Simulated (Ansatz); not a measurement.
Wanted: the native input for an Ansatz 0.2.0 run.

```
Task                : single point
Functional          : PBE
Potentials or basis : Ansatz PAW
Cutoff              : 420 eV (not typed: the program's choice for these potentials)
k mesh              : 12 × 12 × 7
Occupations         : gaussian, width 0.028 eV
Spin                : collinear spin, ferromagnetic start
Starting moments    : [2.0, 2.0] μB
```

The system is Co.

```
Co
1.0
     2.47200    0.00000    0.00000
    -1.23600    2.14081    0.00000
     0.00000    0.00000    4.02114
Co
2
Direct
  0.66667 0.33333 0.75000
  0.33333 0.66667 0.25000
```

The input as run:

input.yaml

```yaml
crystal:
  lattice:
    - [2.4719999032, 0.0, 0.0]
    - [-1.2359999516, 2.1408147143, 0.0]
    - [0.0, 0.0, 4.02114408]
  atoms:
    - { symbol: Co, position: [0.6666666667, 0.3333333333, 0.75], spin: 2.0 }
    - { symbol: Co, position: [0.3333333333, 0.6666666667, 0.25], spin: 2.0 }
hamiltonian:
  xc: pbe
  pseudopotentials: { kind: paw }
magnetization:
  spin_polarized: true
kpoints:
  mp_grid: { grid: [12, 12, 7] }
scf:
  occupations: { method: gaussian, width: 0.028 }
output:
  forces: true
  stress: true
  eigenvalues: true
```

Potentials or basis: Ansatz PAW.

The run is started by

```console
$ ansatz run input.yaml --threads 2 --pin off --max-ram 5632MiB --backend cpu --events-out ev --progress --plain --runs-dir out
```

Results of the run:

| Quantity | Value |
| --- | --- |
| Pressure | 4.7 GPa |
| Band gap on the k mesh | none (metal or under the smearing width) |
| Net moment | 3.21 μB per cell |
| Absolute moment | 3.53 μB per cell |
| Site moments | Co +1.68 μB |

It took 4.5 s on 2 threads of Intel(R) Xeon(R) Processor @ 2.70GHz, on a shared host, peak memory 0.38 GiB.
